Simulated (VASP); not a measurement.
Write the native input for VASP 6.6.1 that does the following.

```
Task                   : single point
Functional             : r2SCAN
Potentials or basis    : VASP PAW PBE potentials, release 64 (Li_sv, H)
Cutoff                 : 520 eV
k mesh                 : 12 × 12 × 6
Occupations            : gaussian, width 0.01 eV
Spin                   : no spin polarisation
Dipole correction      : no
Further INCAR settings : ALGO = Normal; EDIFF = 1e-06; NBANDS = 12
```

Crystal: LiH.

```
Li H
1.0
     3.25482    0.00000    0.00000
    -1.62741    2.81876    0.00000
     0.00000    0.00000    4.29205
Li H
2 2
Cartesian
  0.0000 1.8792 1.0730
  1.6274 0.9396 3.2190
  1.6274 0.9396 1.0730
  0.0000 1.8792 3.2190
```

The cell was built by a generator and needn't be a form met in nature.

The cell isn't the ideal one: uniaxial_z strain +5.5%.

These files were run (other wordings do the same):

POSCAR

```
LiH
1.0
    3.2548234149      0.0000000000      0.0000000000
   -1.6274117074      2.8187597621      0.0000000000
    0.0000000000      0.0000000000      4.2920531951
Li H
2 2
Direct
    0.3333333333      0.6666666667      0.2500000000
    0.6666666667      0.3333333333      0.7500000000
    0.6666666667      0.3333333333      0.2500000000
    0.3333333333      0.6666666667      0.7500000000
```

INCAR.step1

```
PREC = Accurate
ENCUT = 520
ISMEAR = 0
SIGMA = 0.01
LREAL = False
LASPH = True
NELM = 100
NBANDS = 12
GGA = PE
ALGO = Normal
EDIFF = 1E-4
LWAVE = True
LCHARG = False
```

INCAR.step2

```
PREC = Accurate
ENCUT = 520
EDIFF = 1E-6
ISMEAR = 0
SIGMA = 0.01
LREAL = False
LASPH = True
NELM = 100
ALGO = Normal
ISIF = 2
LWAVE = False
LCHARG = False
METAGGA = R2SCAN
LMIXTAU = True
NBANDS = 12
ISTART = 1
```

KPOINTS

```
Automatic mesh
0
Gamma
  12 12 6
```

Potentials or basis: VASP PAW PBE potentials, release 64 (Li_sv, H).

Run with:

```sh
$ cat potpaw_PBE.64/Li_sv/POTCAR potpaw_PBE.64/H/POTCAR > POTCAR
$ cp INCAR.step1 INCAR
$ mpirun -np 1 vasp_std > vasp.out
$ cp INCAR.step2 INCAR
$ mpirun -np 1 vasp_std > vasp.out
```

Results of the run:

* Band gap on the k mesh: 2.79 eV, indirect (least direct gap 3.45 eV)

It took 80 s on 1 thread of Intel(R) Xeon(R) Platinum 8488C (Sapphire Rapids), with other jobs on the host, peak memory 0.16 GiB.
